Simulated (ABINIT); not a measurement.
## Beyond one shot: MgO (Fm-3m)

How far does self-consistency move the gap of MgO (Fm-3m)?

Method: LDA and many-body steps on it, plane waves, in ABINIT 10.8.3.

**Experimental background.**

- Gap 7.83 eV: direct gap at Gamma, low temperature; bulk crystal (literature value) (quoted in “The Band-Gap Studies of Short-Period CdO/MgO Superlattices”, 2021, pmc:8035356).

**1. The starting structure**

Symmetry: Fm-3m, No. 225, cubic system. Conventional cell: a = 4.194 Å, b = 4.194 Å, c = 4.194 Å, α = 90.00°, β = 90.00°, γ = 90.00°. Nearest to Mg lie 6 O at 2.10 Å. Nearest to O lie 6 Mg at 2.10 Å. Farther neighbours and most contacts between anions are not listed.

The cell and positions are those that the Materials Project relaxed with its own functionals (PBE, PBE+U or r2SCAN), kept fixed.

**2. Empty states on the mesh, 6×6×6 mesh, 104 bands**

This step: ABINIT 10.8.3; DFT, LDA, plane waves, norm-conserving pseudopotentials.

The sums over transitions need many empty states on a uniform mesh; this step solves for them.

Input file run.abi:

```
acell 3*1.0 Angstrom
rprim 
  -0.000000000000 2.097001392700 2.097001392700
  2.097001392700 -0.000000000000 2.097001392700
  2.097001392700 2.097001392700 -0.000000000000
ntypat 2
znucl 12 8
natom 2
typat 1 2
xred 
  0.000000000000 0.000000000000 0.000000000000
  0.500000000000 0.500000000000 0.500000000000
pp_dirpath "pseudos"
pseudos "Mg.upf, O.upf"
ecut 38
ngkpt 6 6 6
nshiftk 1
shiftk 0 0 0
kptopt 1
chksymbreak 0
irdden 1
istwfk *1
nband 104
prtvol 0
optdriver 6
gwr_task "HDIAGO"
paral_kgb 0
occopt 1
indata_prefix "in"
outdata_prefix "out"
tmpdata_prefix "tmp"
```

The run is started by

```sh
> OMP_NUM_THREADS=1 mpirun -n 8 abinit run.abi > log
```

The program printed:

```text
.Version 10.8.3 of ABINIT. v10.8.2 released Aug 2026.

 Symmetries : space group Fm -3 m (#225); Bravais cF (face-center cubic)
[... echo of the input left out ...]
== DATASET  1 ==================================================================
-   mpi_nproc: 8, omp_nthreads: 1 (-1 if OMP is not activated)

--- !DatasetInfo
iteration_state: {dtset: 1, }
dimensions: {natom: 2, nkpt: 16, mband: 104, nsppol: 1, nspinor: 1, nspden: 1, mpw: 1411, }
cutoff_energies: {ecut:  38.0, pawecutdg:  -1.0, }
[...]
Direct band gap semiconductor
 Fundamental gap:     4.817 (eV)
   VBM:     4.459 (eV) at k: [ 0.0000E+00,  0.0000E+00,  0.0000E+00]
   CBM:     9.275 (eV) at k: [ 0.0000E+00,  0.0000E+00,  0.0000E+00]
 Direct gap:         4.817 (eV) at k: [ 0.0000E+00,  0.0000E+00,  0.0000E+00]

== END DATASET(S) ==============================================================
================================================================================

 -outvars: echo values of variables after computation  --------
           etotal      0.0000000000E+00
            nband         104
             nkpt          16
          spgroup         225
 [... the other variables as echoed above ...]

 Calculation completed.
```

Run time: 6.7 s. Hardware: 8 MPI ranks of Arm Neoverse V1, shared host; peak memory 1.3 GiB.

This step gave:

```yaml
gap: 4.817 eV
k_of_the_valence_top: 0, 0, 0
k_of_the_conduction_bottom: 0, 0, 0
least_direct_gap: 4.817 eV
k_points_computed: 16
lowest_point_of_the_top_converged_band_above_the_valence_top: 150.5442 eV
```

On this mesh the gap is 4.817 eV.

The density comes from a self-consistent run that is not shown.

**3. Screening, 6×6×6 mesh, 96 bands, screening to 244.9 eV**

The RPA dielectric matrix is built and inverted for each q.

This step: RPA screening on LDA, plane waves, norm-conserving pseudopotentials.

run.abi: that of step 2 with these lines changed.

```diff
@@ -20,10 +20,11 @@
 chksymbreak 0
-irdden 1
 istwfk *1
-nband 104
-prtvol 0
-optdriver 6
-gwr_task "HDIAGO"
-paral_kgb 0
 occopt 1
+irdwfk 1
+optdriver 3
+nband 96
+ecuteps 9
+inclvkb 2
+awtr 1
+symchi 1
 indata_prefix "in"
```

The program printed:

```text
.Version 10.8.3 of ABINIT. v10.8.2 released Aug 2026.

 Symmetries : space group Fm -3 m (#225); Bravais cF (face-center cubic)
[... echo of the input left out ...]
== DATASET  1 ==================================================================
-   mpi_nproc: 8, omp_nthreads: 1 (-1 if OMP is not activated)

--- !DatasetInfo
iteration_state: {dtset: 1, }
dimensions: {natom: 2, nkpt: 16, mband: 96, nsppol: 1, nspinor: 1, nspden: 1, mpw: 1411, }
cutoff_energies: {ecut:  38.0, pawecutdg:  -1.0, }
electrons: {nelect:   1.60000000E+01, charge:   0.00000000E+00, occopt:   1.00000000E+00, tsmear:   1.00000000E-02, }

 SCREENING: Calculation of the susceptibility and dielectric matrices

 Based on a program developped by R.W. Godby, V. Olevano, G. Onida, and L. Reining.
 Incorporated in ABINIT by V. Olevano, G.-M. Rignanese, and M. Torrent.
.Using double precision arithmetic ; gwpc =  8

[... cell and pseudopotentials left out ...]
--------------------------------------------------------------------------------

 ==== K-mesh for the wavefunctions ====
 Number of points in the irreducible wedge :    16
[... list of points left out ...]
 Together with 48 symmetry operations and time-reversal symmetry
 yields   216 points in the full Brillouin Zone.

 ==== Q-mesh for the screening function ====
 Number of points in the irreducible wedge :    16
[... list of points left out ...]
 Together with 48 symmetry operations and time-reversal symmetry
 yields   216 points in the full Brillouin Zone.

 setmesh: FFT mesh size selected  =    24x   24x   24
          total number of points  =        13824

 vcoul_init : cutoff-mode = AUXILIARY_FUNCTION
 q-points for optical limit:   1
     1)      0.000010    0.000020    0.000030

- screening: taking advantage of time-reversal symmetry
- Maximum band index for partially occupied states nbvw = 8
- Remaining bands to be divided among processors   nbcw = 88
- Number of bands treated by each node ~11

 Number of electrons calculated from density =   16.0000; Expected =   16.0000
 average of density, n =  0.128557
 r_s =    1.2291
 omega_plasma =   34.5863 [eV]

 calculating chi0 at frequencies [eV] :
  1    0.000000E+00    0.000000E+00
  2    0.000000E+00    3.458631E+01

--------------------------------------------------------------------------------
  q-point number  1        q = ( 0.000000, 0.000000, 0.000000) [r.l.u.]
--------------------------------------------------------------------------------
[... chi0 elements left out ...]
 For q-point:  0.000010 0.000020 0.000030
  dielectric constant =   3.0855
  dielectric constant without local fields =   3.3090

  Average fulfillment of the sum rule on Im[epsilon] for q-point    1 :     71.92  [%]
[... wings left out ...]
  q-point number  2        q = ( 0.166667, 0.000000, 0.000000) [r.l.u.]
--------------------------------------------------------------------------------
[... chi0 elements left out ...]
  Average fulfillment of the sum rule on Im[epsilon] for q-point    2 :     86.52  [%]

 [... 14 further q-points ...]
```

Wall time 37 s (8 MPI ranks); peak memory 1.2 GiB; 5 min of CPU time.

This step gave:

```
ε∞ with local fields, on this mesh, along the program's q direction : 3.086
the same without local fields                                       : 3.309
plasma frequency                                                    : 34.59 eV
plane waves in the screening matrix                                 : 169
```

Local fields lower ε∞ by 7 %.

**4. G0W0**

The self-energy is evaluated for the states that the input lists, and the levels follow from it, in one-shot runs by the linearised quasiparticle equation.

This step: G0W0 on LDA, plane waves, norm-conserving pseudopotentials.

run.abi: that of step 3 with these lines changed.

```diff
@@ -23,8 +23,19 @@
 irdwfk 1
-optdriver 3
+optdriver 4
 nband 96
+gwcalctyp 0
+ecutsigx 38
+symsigma 1
+nkptgw 3
+kptgw 
+  0.0000000000 0.0000000000 0.0000000000
+  0.5000000000 0.0000000000 0.0000000000
+  0.5000000000 0.5000000000 0.0000000000
+bdgw 
+  6 12
+  7 10
+  7 10
 ecuteps 9
-inclvkb 2
-awtr 1
-symchi 1
+irdscr 1
+ppmodel 1
 indata_prefix "in"
```

The program printed:

```text
.Version 10.8.3 of ABINIT. v10.8.2 released Aug 2026.

 Symmetries : space group Fm -3 m (#225); Bravais cF (face-center cubic)
[... echo of the input left out ...]
== DATASET  1 ==================================================================
-   mpi_nproc: 8, omp_nthreads: 1 (-1 if OMP is not activated)

--- !DatasetInfo
iteration_state: {dtset: 1, }
dimensions: {natom: 2, nkpt: 16, mband: 96, nsppol: 1, nspinor: 1, nspden: 1, mpw: 1411, }
cutoff_energies: {ecut:  38.0, pawecutdg:  -1.0, }
electrons: {nelect:   1.60000000E+01, charge:   0.00000000E+00, occopt:   1.00000000E+00, tsmear:   1.00000000E-02, }

 SIGMA: Calculation of the GW corrections

 Based on a program developped by R.W. Godby, V. Olevano, G. Onida, and L. Reining.
 Incorporated in ABINIT by V. Olevano, G.-M. Rignanese, and M. Torrent.
.Using double precision arithmetic ; gwpc =  8

[... cell and pseudopotentials left out ...]
--------------------------------------------------------------------------------

 ==== K-mesh for the wavefunctions ====
 Number of points in the irreducible wedge :    16
[... list of points left out ...]
 Together with 48 symmetry operations and time-reversal symmetry
 yields   216 points in the full Brillouin Zone.

 ==== Q-mesh for screening function ====
 Number of points in the irreducible wedge :    16
[... list of points left out ...]
 Together with 48 symmetry operations and time-reversal symmetry
 yields   216 points in the full Brillouin Zone.

 vcoul_init : cutoff-mode = AUXILIARY_FUNCTION
 q-points for optical limit:   1
     1)      0.000010    0.000020    0.000030
 setmesh: FFT mesh size selected  =    32x   32x   32
          total number of points  =        32768

 Number of electrons calculated from density =   16.0000; Expected =   16.0000
 average of density, n =  0.128557
 r_s =    1.2291
 omega_plasma =   34.5863 [eV]

 === KS Band Gaps ===
  >>>> For spin  1
   Minimum direct gap =   4.8168 [eV], located at k-point      :   0.0000  0.0000  0.0000
   Fundamental gap    =   4.8168 [eV], Top of valence bands at :   0.0000  0.0000  0.0000
                                       Bottom of conduction at :   0.0000  0.0000  0.0000
 SIGMA fundamental parameters:
 PLASMON POLE MODEL  1
 number of plane-waves for SigmaX                 1411
 number of plane-waves for SigmaC and W            169
 number of plane-waves for wavefunctions          1411
 number of bands                                    96
 number of independent spin polarizations            1
 number of spinorial components                      1
 number of k-points in IBZ                          16
 number of q-points in IBZ                          16
 number of symmetry operations                      48
 number of k-points in BZ                          216
 number of q-points in BZ                          216
 number of frequencies for dSigma/dE                 9
 frequency step for dSigma/dE [eV]                0.25
 number of omega for Sigma on real axis              0
 max omega for Sigma on real axis  [eV]           0.00
 zcut for avoiding poles [eV]                     0.10

 EPSILON^-1 parameters (SCR file):
 dimension of the eps^-1 matrix on file            169
 dimension of the eps^-1 matrix used               169
 number of plane-waves for wavefunctions          1411
 number of bands                                    96
 number of q-points in IBZ                          16
 number of frequencies                               2
 number of real frequencies                          1
 number of imag frequencies                          1

 matrix elements of self-energy operator (all in [eV])

 Perturbative Calculation

--- !SelfEnergy_ee
iteration_state: {dtset: 1, }
kpoint     : [   0.000,    0.000,    0.000, ]
spin       : 1
KS_gap     :    4.817
QP_gap     :    7.533
Delta_QP_KS:    2.716
data: !SigmaeeData |
     Band     E0 <VxcDFT>   SigX SigC(E0)      Z dSigC/dE  Sig(E)    E-E0       E
        6   4.459 -19.927 -25.546   3.778   0.806  -0.241 -21.411  -1.484   2.974
        7   4.459 -19.927 -25.546   3.778   0.806  -0.241 -21.411  -1.484   2.974
        8   4.459 -19.927 -25.546   3.778   0.806  -0.241 -21.411  -1.484   2.974
        9   9.275 -14.141  -9.150  -3.545   0.852  -0.173 -12.909   1.232  10.508
       10  20.226 -10.299  -3.755  -4.666   0.865  -0.155  -8.674   1.625  21.851
       11  20.226 -10.299  -3.755  -4.666   0.865  -0.155  -8.674   1.625  21.851
[...]
--- !SelfEnergy_ee
iteration_state: {dtset: 1, }
kpoint     : [   0.500,    0.000,    0.000, ]
spin       : 1
KS_gap     :    8.519
QP_gap     :   11.531
Delta_QP_KS:    3.012
data: !SigmaeeData |
     Band     E0 <VxcDFT>   SigX SigC(E0)      Z dSigC/dE  Sig(E)    E-E0       E
[...]
--- !SelfEnergy_ee
iteration_state: {dtset: 1, }
kpoint     : [   0.500,    0.500,    0.000, ]
spin       : 1
KS_gap     :   10.397
QP_gap     :   13.349
Delta_QP_KS:    2.952
data: !SigmaeeData |
     Band     E0 <VxcDFT>   SigX SigC(E0)      Z dSigC/dE  Sig(E)    E-E0       E
[...]
8   3.084 -18.670 -24.653   3.928   0.805  -0.242 -20.325  -1.655   1.429
        9  13.481  -9.564  -3.964  -4.112   0.872  -0.147  -8.266   1.297  14.779
       10  14.329 -12.840  -6.552  -4.347   0.865  -0.156 -11.161   1.680  16.009

== END DATASET(S) ==============================================================
================================================================================

 -outvars: echo values of variables after computation  --------
           etotal      0.0000000000E+00
            nband          96
             nkpt          16
          spgroup         225
 [... the other variables as echoed above ...]

 Calculation completed.
```

Elapsed: 8.6 s, on 8 MPI ranks; peak memory 1.3 GiB; 68 s of CPU time.

This step gave:

| Item | Value |
| --- | --- |
| G0W0 gap on the points computed | 7.534 eV |
| starting gap on the mesh | 4.817 eV |
| k of the valence top | 0, 0, 0 |
| k of the conduction bottom | 0, 0, 0 |
| Z at the valence top | 0.806 |
| Z at the conduction bottom | 0.852 |
| least direct G0W0 gap on the computed points | 7.534 eV |

The gap on the mesh goes from 4.82 eV to 7.53 eV, a correction of +2.72 eV.

**5. evGW0, cycle 1**

This step: evGW0 on LDA, plane waves, norm-conserving pseudopotentials.

run.abi: that of step 4 with these lines changed.

```diff
@@ -25,14 +25,40 @@
 nband 96
-gwcalctyp 0
+gwcalctyp 10
 ecutsigx 38
 symsigma 1
-nkptgw 3
+nkptgw 16
 kptgw 
   0.0000000000 0.0000000000 0.0000000000
+  0.1666666667 0.0000000000 0.0000000000
+  0.3333333333 0.0000000000 0.0000000000
   0.5000000000 0.0000000000 0.0000000000
+  0.1666666667 0.1666666667 0.0000000000
+  0.3333333333 0.1666666667 0.0000000000
+  0.5000000000 0.1666666667 0.0000000000
+  -0.3333333333 0.1666666667 0.0000000000
+  -0.1666666667 0.1666666667 0.0000000000
+  0.3333333333 0.3333333333 0.0000000000
+  0.5000000000 0.3333333333 0.0000000000
+  -0.3333333333 0.3333333333 0.0000000000
   0.5000000000 0.5000000000 0.0000000000
+  0.5000000000 0.3333333333 0.1666666667
+  -0.3333333333 0.3333333333 0.1666666667
+  -0.3333333333 0.5000000000 0.1666666667
 bdgw 
-  6 12
-  7 10
-  7 10
+  1 15
+  1 15
+  1 15
+  1 15
+  1 15
+  1 15
+  1 15
+  1 15
+  1 15
+  1 15
+  1 15
+  1 15
+  1 15
+  1 15
+  1 15
+  1 15
 ecuteps 9
```

The program printed:

```text
.Version 10.8.3 of ABINIT. v10.8.2 released Aug 2026.

 Symmetries : space group Fm -3 m (#225); Bravais cF (face-center cubic)
[... echo of the input left out ...]
== DATASET  1 ==================================================================
-   mpi_nproc: 8, omp_nthreads: 1 (-1 if OMP is not activated)

--- !DatasetInfo
iteration_state: {dtset: 1, }
dimensions: {natom: 2, nkpt: 16, mband: 96, nsppol: 1, nspinor: 1, nspden: 1, mpw: 1411, }
cutoff_energies: {ecut:  38.0, pawecutdg:  -1.0, }
electrons: {nelect:   1.60000000E+01, charge:   0.00000000E+00, occopt:   1.00000000E+00, tsmear:   1.00000000E-02, }

 SIGMA: Calculation of the GW corrections

 Based on a program developped by R.W. Godby, V. Olevano, G. Onida, and L. Reining.
 Incorporated in ABINIT by V. Olevano, G.-M. Rignanese, and M. Torrent.
.Using double precision arithmetic ; gwpc =  8

[... cell and pseudopotentials left out ...]
--------------------------------------------------------------------------------

 ==== K-mesh for the wavefunctions ====
 Number of points in the irreducible wedge :    16
[... list of points left out ...]
 Together with 48 symmetry operations and time-reversal symmetry
 yields   216 points in the full Brillouin Zone.

 ==== Q-mesh for screening function ====
 Number of points in the irreducible wedge :    16
[... list of points left out ...]
 Together with 48 symmetry operations and time-reversal symmetry
 yields   216 points in the full Brillouin Zone.

 vcoul_init : cutoff-mode = AUXILIARY_FUNCTION
 q-points for optical limit:   1
     1)      0.000010    0.000020    0.000030
 setmesh: FFT mesh size selected  =    32x   32x   32
          total number of points  =        32768

 Number of electrons calculated from density =   16.0000; Expected =   16.0000
[...]
QP_gap     :   15.114
Delta_QP_KS:    3.304
data: !SigmaeeData |
     Band     E_DFT   <VxcDFT>   E(N-1)  <Hhartree>   SigX  SigC[E(N-1)]    Z     dSigC/dE  Sig[E(N)]  DeltaE  E(N)_pert E(N)_diago
[...]
--- !SelfEnergy_ee
iteration_state: {dtset: 1, }
kpoint     : [  -0.333,    0.500,    0.167, ]
spin       : 1
KS_gap     :   12.183
QP_gap     :   15.389
Delta_QP_KS:    3.206
data: !SigmaeeData |
     Band     E_DFT   <VxcDFT>   E(N-1)  <Hhartree>   SigX  SigC[E(N-1)]    Z     dSigC/dE  Sig[E(N)]  DeltaE  E(N)_pert E(N)_diago
[...]
14    29.115   -11.387    29.115    40.501    -3.502    -5.712     0.822    -0.217    -9.602     1.785    30.900    31.287
       15    30.879   -13.319    30.879    44.198    -5.081    -5.817     0.810    -0.235   -11.359     1.960    32.839    33.299

 New Fermi energy :        2.450760E-01 Ha ,    6.668858E+00 eV
 New Exchange energy :    -1.096271E+01 Ha ,   -2.983106E+02 eV

 === QP Band Gaps ===
  >>>> For spin  1
   Minimum direct gap =   8.1046 [eV], located at k-point      :   0.0000  0.0000  0.0000
   Fundamental gap    =   8.1046 [eV], Top of valence bands at :   0.0000  0.0000  0.0000
                                       Bottom of conduction at :   0.0000  0.0000  0.0000

 writing QP data on file : out_QPS

 Convergence of QP corrections
 >>>>> For spin  1 <<<<<
.  kptgw no:  1; Maximum DeltaE = (  22.223  -6.349) for band index:  1
.  kptgw no:  2; Maximum DeltaE = (  27.555  -7.880) for band index:  1
.  kptgw no:  3; Maximum DeltaE = (  24.764  -6.566) for band index:  1
[...]
.  kptgw no: 15; Maximum DeltaE = (  25.266  -6.304) for band index:  1
.  kptgw no: 16; Maximum DeltaE = (  25.190  -6.343) for band index:  1

== END DATASET(S) ==============================================================
================================================================================

 -outvars: echo values of variables after computation  --------
           etotal      0.0000000000E+00
            nband          96
             nkpt          16
          spgroup         225
 [... the other variables as echoed above ...]

 Calculation completed.
```

Wall time 6 min (8 MPI ranks); peak memory 2.1 GiB.

This step gave:

* quasiparticle gap on the mesh: 8.104 eV
* gap of the density functional on the mesh: 4.817 eV
* k of the valence top: 0, 0, 0
* k of the conduction bottom: 0, 0, 0
* Z at the valence top: 0.806
* Z at the conduction bottom: 0.852
* least direct quasiparticle gap on the computed points: 8.104 eV

Against G0W0 in ABINIT (6×6×6 mesh, 96 bands, screening to 244.9 eV, Godby-Needs plasmon pole), the gap moves by +0.570 eV. This first cycle still uses the starting levels; it takes the full correction, at all points of the mesh, and its linearised value is 7.534 eV.

**6. evGW0, cycle 2**

The corrected levels of the last cycle go back in.

run.abi: that of step 5 with these lines changed.

```diff
@@ -66,2 +66,3 @@
 ppmodel 1
+irdqps 1
 indata_prefix "in"
```

The program printed:

```text
.Version 10.8.3 of ABINIT. v10.8.2 released Aug 2026.

 Symmetries : space group Fm -3 m (#225); Bravais cF (face-center cubic)
[... echo of the input left out ...]
== DATASET  1 ==================================================================
-   mpi_nproc: 8, omp_nthreads: 1 (-1 if OMP is not activated)

--- !DatasetInfo
iteration_state: {dtset: 1, }
dimensions: {natom: 2, nkpt: 16, mband: 96, nsppol: 1, nspinor: 1, nspden: 1, mpw: 1411, }
cutoff_energies: {ecut:  38.0, pawecutdg:  -1.0, }
[...]
.  kptgw no:  3; Maximum DeltaE = ( -12.252   0.605) for band index:  1
[...]
.  kptgw no: 15; Maximum DeltaE = (   8.022   4.444) for band index:  1
.  kptgw no: 16; Maximum DeltaE = (   5.114   2.010) for band index:  1

== END DATASET(S) ==============================================================
================================================================================

 -outvars: echo values of variables after computation  --------
           etotal      0.0000000000E+00
            nband          96
             nkpt          16
          spgroup         225
 [... the other variables as echoed above ...]

 Calculation completed.
```

It took 6 min on 8 MPI ranks; peak memory 2.1 GiB.

This step gave:

- quasiparticle gap on the mesh: 7.933 eV
- gap of the density functional on the mesh: 4.817 eV
- k of the valence top: 0, 0, 0
- k of the conduction bottom: 0, 0, 0
- least direct quasiparticle gap on the computed points: 7.933 eV

Against the cycle before, the gap moves by −0.171 eV.

(Continued in part 2 of 3.)

[Paths, hosts, dates, memory and timing lines, banners, echoed tables and standing remarks are left out of the program output.]

[Logs are printed without paths, hosts, clocks, repeated set-up lines and the standing remarks that a program may print on its own settings, such as how far it seeks lower states.]

[Runs of the session that timed out or met a known fault of the program may be left out.]

[Hosts, paths, dates, database ids (printed as entryN), source tags and the programs' standing remarks are cut or masked in the printed files.]

[G0W0 gaps are taken among the corrected bands and points alone; a level outside them can change the order at an edge.]

[Where Ansatz stands beside ABINIT at settings called matched, ABINIT's density can come from a denser mesh and the files from another edition; pairs whose starting gaps differed by over 0.03 eV were left out, so agreement reads better than it is.]
